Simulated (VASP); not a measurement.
A run of VASP 6.6.1 is set up as follows.

File INCAR:

```
  ALGO = Fast
  EDIFF = 1E-7
  EDIFFG = -0.01
  ENCUT = 600
  GGA = PE
  IBRION = 2
  ISIF = 2
  ISMEAR = 0
  LASPH = True
  LCHARG = False
  LREAL = False
  LWAVE = False
  NELM = 80
  NSW = 40
  PREC = Accurate
  SIGMA = 0.03
```

The input KPOINTS:

```
k-points
0
Gamma
  8 8 8
```

POSCAR

```
GaP                                     
1.0
    0.0000000000      2.7890501618      2.7890501618
    2.7890501618      0.0000000000      2.7890501618
    2.7890501618      2.7890501618      0.0000000000
  Ga              P             
     1     1
Direct
     0.0000000000000000    0.0000000000000000    0.0000000000000000
     0.2500000000000000    0.2500000000000000    0.2500000000000000
```

Potentials or basis: VASP PAW PBE potentials, release 64 (Ga_d, P).

Run with:

```bash
$ cat potpaw_PBE.64/Ga_d/POTCAR potpaw_PBE.64/P/POTCAR > POTCAR
$ mpirun -np 1 vasp_std > vasp.out
```

Task: Predict the band gap on the k mesh.

Result: 1.26 eV, direct.

Final structure:
```cif
data_structure
_symmetry_space_group_name_H-M 'P 1'
_symmetry_Int_Tables_number 1
_cell_length_a 3.9443
_cell_length_b 3.9443
_cell_length_c 3.9443
_cell_angle_alpha 60.000
_cell_angle_beta 60.000
_cell_angle_gamma 60.000
_cell_volume 43.39
loop_
_atom_site_label
_atom_site_type_symbol
_atom_site_fract_x
_atom_site_fract_y
_atom_site_fract_z
_atom_site_occupancy
Ga1 Ga 0.00000 0.00000 0.00000 1
P1 P 0.25000 0.25000 0.25000 1
```

Caveat: the relaxation stopped at its first step, so nothing moved. A k mesh can miss the band edges.
